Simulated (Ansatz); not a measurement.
SbPt in Ansatz: the effect of Hubbard term

The system is SbPt.

```
CELL_PARAMETERS angstrom
4.12000 0.00000 0.00000
-2.06000 3.56802 0.00000
0.00000 0.00000 5.47000
ATOMIC_POSITIONS crystal
Pt 0.00000 0.00000 0.50000
Pt 0.00000 0.00000 0.00000
Sb 0.66667 0.33333 0.75000
Sb 0.33333 0.66667 0.25000
```

Alike in all runs:

- Program: Ansatz 0.2.0
- Task: projected density of states
- Functional: PBEsol
- Potentials or basis: Ansatz PAW
- Cutoff: 420 eV (not typed: the program's choice for these potentials)
- k mesh: 8 × 8 × 5
- Occupations: fermi-dirac, width 0.05 eV
- Spin: no spin polarisation
- Hubbard projectors: ortho-atomic (the default)
- Double counting: fll (the default)

```tsv
Hubbard term	pressure (GPa)
none	3.6
Pt d U = 1 eV	3.6
Pt d U = 2 eV	3.7
Pt d U = 3 eV	3.8
Pt d U = 4 eV	4.0
Pt d U = 5 eV	4.2
Pt d U = 6 eV	4.6
Pt d U = 8 eV	?
```

Problem. What does the run with Hubbard term Pt d U = 8 eV give?

Solution. Pressure 5.3 GPa.

Worked out: A parabola through the other rows of the pressure, of slope 0.482 GPa per eV there, extrapolates to 5.4 GPa, against the run's 5.3.

Caveats: the PAW data sets come from PBE, with cores solved anew for the run's functional, which leaves a small shift of forces and pressure; the density of states is complete only up to the lowest level of the last band computed; U without spin polarisation on a metal has little footing (some runs); the U is typed as a test and isn't derived for this compound (some runs).
